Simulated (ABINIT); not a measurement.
Crystal: MgB2.

```
CELL_PARAMETERS angstrom
3.08500 0.00000 0.00000
-1.54250 2.67169 0.00000
0.00000 0.00000 3.52300
ATOMIC_POSITIONS crystal
Mg 0.00000 0.00000 0.00000
B 0.66667 0.33333 0.50000
B 0.33333 0.66667 0.50000
```

```yaml
Program: ABINIT 10.8.3 (patched build)
Task: single point
Functional: PBEsol
Potentials_or_basis: PseudoDojo NC SR PBEsol v0.4.1 standard
Cutoff: 1143 eV
k_mesh: 10 × 10 × 8
Occupations: fermi-dirac, width 0.05 eV
Spin: no spin polarisation
```

On this cell: pressure -2.7 GPa; largest force under 0.003 eV/Å; band gap on the k mesh none (metal or under the smearing width).

The same run follows on a disturbed copy (atoms moved at random, drawn with an rms of 0.05 Å):

```
Mg B
1.0
     3.08500    0.00000    0.00000
    -1.54250    2.67169    0.00000
     0.00000    0.00000    3.52300
Mg B
1 2
Direct
  0.01959 0.99359 0.99020
  0.66441 0.32161 0.49171
  0.33637 0.66639 0.50926
```

Q: What does the disturbed cell give?

A: The energy (extrapolated to zero smearing) moves by +11.0 meV/atom; pressure -2.4 GPa; largest force 0.738 eV/Å; band gap on the k mesh none (metal or under the smearing width).

Forces on the atoms (eV/Å):
```
Mg  -0.282  0.008  0.239
B    0.134  0.157  0.464
B    0.148 -0.165 -0.704
```

Stress tensor (GPa, compression positive):
```
-2.92 -0.01 -0.30
-0.01 -1.85  0.10
-0.30  0.10 -2.35
```
